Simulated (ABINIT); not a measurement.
Runs of ABINIT 10.8.3 (patched build) on MgS (Niningerite). Symmetry: Fm-3m, No. 225, cubic system. Conventional cell: a = 5.203 Å, b = 5.203 Å, c = 5.203 Å, α = 90.00°, β = 90.00°, γ = 90.00°. S (site symmetry m-3m) has 6 Mg at 2.60 Å as nearest neighbours. Around Mg (site symmetry m-3m) lie 6 S at 2.60 Å. 

```tsv
task	level	potentials or basis	cell	cutoff (eV)	fine-grid cutoff	gap on the mesh (eV)	pressure (GPa)
single point	PBEsol	PseudoDojo NC SR PBEsol v0.4.1 standard	atoms moved at random, drawn with an rms of 0.05 Å	1143	-	2.83	-0.6
band structure	LDA	JTH PAW LDA v2.0	as given	544	1088.46 eV	(a)	-3.3
single point	PBEsol	PseudoDojo NC SR PBEsol v0.4.1 standard	as given	1143	-	2.83	-0.9
band structure	PBEsol	JTH PAW PBE v2.0	as given	544	1088.46 eV	2.83	-1.0
```

Alike in all rows: no spin polarisation; k mesh 9 × 9 × 9; smearing fermi-dirac 0.05 eV.

**Question.** Estimate the missing entries.

**Answer.** (a) 2.70.

Caveats: an odd mesh through Γ misses points on the zone boundary, where band edges often lie (some runs); the mesh misses the band edges, which the band path finds closer together (some runs); the PAW data sets were made with another functional, which shifts forces and pressure a little (some runs).

Runs at the PBE level aren't shown here.
